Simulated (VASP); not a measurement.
Runs of VASP 6.6.1 on TePb. The structure is cubic, space group Fm-3m (No. 225). The conventional cell has a = 6.462 Å, b = 6.462 Å, c = 6.462 Å, α = 90.00°, β = 90.00°, γ = 90.00°. Pb (site symmetry m-3m) has 6 Te at 3.23 Å as nearest neighbours. Around Te (site symmetry m-3m) lie 6 Pb at 3.23 Å. 

```csv
level,pressure (GPa),relaxed volume (Å³/atom)
BEEF-vdW,0.0,(a)
vdW-DF-cx,0.0,-
optB86b-vdW,0.0,34.40
rev-vdW-DF2,0.0,34.57
vdW-DF2,0.0,39.10
```

Alike in all rows: task relaxation of cell and atoms; potentials or basis VASP PAW PBE potentials, release 64 (Pb_d, Te); no spin polarisation; cell relaxed; k mesh 7 × 7 × 7; cutoff (eV) 600; smearing fermi-dirac 0.05 eV.

Question: Fill in the values left out.

Answer: (a) 36.52.

Caveats: the PAW data sets were made with another functional, which shifts forces and pressure a little; the relaxation stopped at its first step, so nothing moved (some runs); the volume moved by over 15 % at a fixed basis, so the end points are rough (some runs); the volume moved by +16 % from the deposited cell, more than functionals usually miss (some runs).
